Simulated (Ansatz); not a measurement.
**Silver (hcp) across density functionals**

All rows: Ansatz, plane waves with scalar-relativistic PAW, 420 eV (500 eV for the SCAN forms), relaxed under each functional, no dispersion correction, no zero-point motion. B₀ comes from uniform scaling at fixed shape; a dash is a value not given.

| functional | V (Å³/atom) | cell | B₀ (GPa) | magnetic state | ΔE to fcc (meV/atom) |
| --- | --- | --- | --- | --- | --- |
| PBE | 17.91 | a = 2.945 Å, c = 4.769 Å (c/a = 1.619) | 91 | spin not included | 1 |
| r²SCAN | 17.35 | a = 2.915 Å, c = 4.715 Å (c/a = 1.617) | 103 | spin not included | 6 |
| PBEsol | 16.72 | a = 2.877 Å, c = 4.665 Å (c/a = 1.622) | 117 | spin not included | 10 |
| LDA | 16.06 | a = 2.837 Å, c = 4.608 Å (c/a = 1.624) | 137 | spin not included | 10 |
| revPBE | 18.50 | a = 2.978 Å, c = 4.818 Å (c/a = 1.618) | 78 | spin not included | 1 |
| BLYP | 19.36 | a = 3.026 Å, c = 4.883 Å (c/a = 1.614) | 69 | spin not included | 0 |

(1) What does RPBE give?

Results:

(1) V (Å³/atom): 18.75; cell: a = 2.992 Å, c = 4.838 Å (c/a = 1.617); B₀ (GPa): 74; magnetic state: spin not included; ΔE to fcc (meV/atom): 0.
